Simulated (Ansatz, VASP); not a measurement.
**GaN: VASP beside Ansatz**

POSCAR

```
GaN
1.0
    0.0000000000      2.1085152343      2.0663449296
    2.1085152343      0.0000000000      2.0663449296
    2.1085152343      2.1085152343      0.0000000000
Ga N
1 1
Direct
    0.0000000000      0.0000000000      0.0000000000
    0.5000000000      0.5000000000      0.5000000000
```

Contents of INCAR.step1:

```
ALGO = Normal
EDIFF = 1E-4
ENCUT = 520
GGA = PE
ISMEAR = 0
LASPH = T
LCHARG = F
LREAL = F
LWAVE = T
NBANDS = 16
NELM = 100
PREC = Accurate
SIGMA = 0.01
```

Contents of INCAR.step2:

```
ALGO = Normal
EDIFF = 1E-6
ENCUT = 520
ISIF = 2
ISMEAR = 0
ISTART = 1
LASPH = T
LCHARG = F
LMIXTAU = T
LREAL = F
LWAVE = F
METAGGA = R2SCAN
NBANDS = 16
NELM = 100
PREC = Accurate
SIGMA = 0.01
```

Contents of KPOINTS:

```
k-points
0
Gamma
  10 10 10
```

Input for Ansatz:

```yaml
crystal:
  lattice:
    - [0.0, 2.1085152343, 2.0663449296]
    - [2.1085152343, 0.0, 2.0663449296]
    - [2.1085152343, 2.1085152343, 0.0]
  atoms:
    - { symbol: Ga, position: [0.0, 0.0, 0.0] }
    - { symbol: "N", position: [0.5, 0.5, 0.5] }
kpoints:
  mp_grid: { grid: [10, 10, 10] }
  band_path:
    path:
      - [0.0, 0.0, 0.0]
      - [0.5, 0.0, 0.5]
      - [0.625, 0.25, 0.625]
      - [0.375, 0.375, 0.75]
      - [0.5, 0.5, 0.5]
      - [0.5, 0.25, 0.75]
      - [0.002604, 0.179688, -0.179687]
      - [0.5, 0.5, 0.0]
    npoints: 1
hamiltonian:
  xc: r2scan
scf:
  occupations: { method: fixed }
  n_extra_bands: 4
output:
  forces: true
  stress: true
  eigenvalues: true
  write_density: true
  write_potential: true
  elf: true
  volumetric_format: npy
```

Change from the starting cell: uniaxial_z strain -2.0%.

Alike in both runs: task single point; functional r2SCAN; k mesh 10 × 10 × 10; no spin polarisation.

|  | VASP | Ansatz |
| --- | --- | --- |
| version | VASP 6.6.1 | Ansatz 0.2.0 |
| potentials or method | VASP PAW PBE potentials, release 64 (Ga_d, N) | plane waves, PAW |
| plane-wave cutoff (eV) | 520 | 500 |
| occupations | gaussian, width 0.01 eV | fixed |
| valence electrons in the cell | 18 | 18 |

Ansatz gave:

```
gap on the k mesh at the Fermi level (eV)       : 1.19
pressure (GPa)                                  : 5.3
largest component of the traceless stress (GPa) : 2.97
```

Task: Which values does VASP return?

Result: gap on the k mesh at the Fermi level (eV): 1.16; pressure (GPa): 6.8; largest component of the traceless stress (GPa): 3.15.

Caveats: the PAW data sets were made with another functional, which shifts forces and pressure a little (VASP). A k mesh can miss the band edges.
